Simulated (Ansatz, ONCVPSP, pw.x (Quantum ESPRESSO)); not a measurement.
**What a changed setting does to a pw.x run (bcc Te)**

Potential: optimised norm-conserving Vanderbilt (ONCV), ONCVPSP 4.0.1.1 (patched build), PBE; core [Ar] 3d10, reference 4s2 4p6 4d10 5s2 5p4; waves: 4s+5s: rc 1.40 bohr, ncon 3, nbas 6, qcut 11.3 1/bohr, 2 projectors; 4p+5p: rc 1.10 bohr, ncon 4, nbas 7, qcut 12.5 1/bohr, 2 projectors; 4d: rc 1.25 bohr, ncon 5, nbas 9, qcut 12.3 1/bohr, 2 projectors, debl 2 Ha; local part: polynomial inside 0.90 bohr (lpopt 5, dvloc0 0 Ha); core correction: Teter function, fcfact 4, rcfact 1.05.

The reference run (k-mesh 12³, cutoffs 155/620 Ry, Fermi–Dirac 0.01 Ry, mixing_beta 0.4, conv_thr 1e-9, no spin) gives 0.38 GPa at 28.371 Å³/atom, where all-electron LAPW gives 0.14 GPa. This run, with its own iteration cap, changes smearing to mv.

```
&control
  calculation='scf', prefix='x', pseudo_dir='./', outdir='./tmp', tstress=.true., disk_io='none'
/
&system
  ibrav=0, nat=1, ntyp=1, ecutwfc=155, ecutrho=620, nbnd=21,
  occupations='smearing', smearing='mv', degauss=0.01
/
&electrons
  conv_thr=1e-09, mixing_beta=0.4, electron_maxstep=60
/
ATOMIC_SPECIES
Te 1.0 Te.UPF
CELL_PARAMETERS angstrom
  -1.92134292 1.92134292 1.92134292
  1.92134292 -1.92134292 1.92134292
  1.92134292 1.92134292 -1.92134292
ATOMIC_POSITIONS crystal
Te 0.0000 0.0000 0.0000
K_POINTS automatic
12 12 12 0 0 0
```

```bash
pw.x < Te.scf.in > Te.scf.out
```

Question: How does the run end?

Answer: It converges in 8 iterations; the free energy moves by +21.1 meV/atom and the pressure by -0.38 GPa. This scheme is built to cancel the term in the square of the width that Fermi–Dirac smearing leaves in the F of a metal.

```
Message from routine setup:
     using ibrav=0 with symmetry is DISCOURAGED, use correct ibrav instead
     lattice parameter (alat)  =       6.2888  a.u.
     unit-cell volume          =     191.4570 (a.u.)^3
     number of electrons       =        24.00
     number of Kohn-Sham states=           21
     kinetic-energy cutoff     =     155.0000  Ry
     charge density cutoff     =     620.0000  Ry
     scf convergence threshold =      1.0E-09
     Exchange-correlation= PBE
     number of k points=    72  Marzari-Vanderbilt smearing, width (Ry)=  0.0100
     iteration #  1     ecut=   155.00 Ry     beta= 0.40
     total energy              =    -542.80366583 Ry
     estimated scf accuracy    <       0.00183833 Ry
     iteration #  2     ecut=   155.00 Ry     beta= 0.40
     total energy              =    -542.80374852 Ry
     estimated scf accuracy    <       0.00048152 Ry
     iteration #  3     ecut=   155.00 Ry     beta= 0.40
     total energy              =    -542.80378432 Ry
     estimated scf accuracy    <       0.00002797 Ry
     [... 2 iterations left out ...]
     iteration #  6     ecut=   155.00 Ry     beta= 0.40
     total energy              =    -542.80378701 Ry
     estimated scf accuracy    <          2.2E-09 Ry
     iteration #  7     ecut=   155.00 Ry     beta= 0.40
     total energy              =    -542.80378701 Ry
     estimated scf accuracy    <          1.7E-09 Ry
     iteration #  8     ecut=   155.00 Ry     beta= 0.40
     the Fermi energy is    13.1400 ev
!    total energy              =    -542.80378701 Ry
     estimated scf accuracy    <          2.8E-10 Ry
     smearing contrib. (-TS)   =       0.00000532 Ry
     The total energy is F=E-TS. E is the sum of the following terms:
     one-electron contribution =    -385.70216990 Ry
     hartree contribution      =     180.81092040 Ry
     xc contribution           =     -49.24453706 Ry
     ewald contribution        =    -288.66800577 Ry
     convergence has been achieved in   8 iterations
          total   stress  (Ry/bohr**3)                   (kbar)     P=       -0.01
     Message from routine punch:
     Nothing written, as per user request (disk_io='none')
```

The run took about 56 s on one core of a shared host (AMD EPYC 9R45 96-Core Processor, 96 threads, 376 GiB, load 71).
